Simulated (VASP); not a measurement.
Energy against volume of CoPt (L1_0). All values below come from r2SCAN meta-GGA, VASP's PBE PAW potentials (set 64) (plane waves; VASP). Numerical set-up: 520 eV cut-off, 14×14×10 Γ-centred mesh, first-order Methfessel-Paxton smearing of 0.10 eV, potentials Co Pt.

Shape and ions are relaxed at each volume.

```tsv
V (Å³/atom)	E (eV/atom)
12.985	-32.50010
13.386	-32.50758
13.788	-32.49798
14.189	-32.47508
```

Fit these four points and predict the energy of the run at 12.583 Å³/atom.

A cubic in V^(−2/3), the third-order Birch-Murnaghan form, passes through the four points with V0 = 13.35 Å³/atom and B0 = 231 GPa, and gives -32.4709 eV/atom there. The run gave -32.4716 eV/atom, -0.8 meV/atom from the fit; all five points give B0 = 228 GPa.

The compound is CoPt in the L1_0 structure. It was relaxed first.
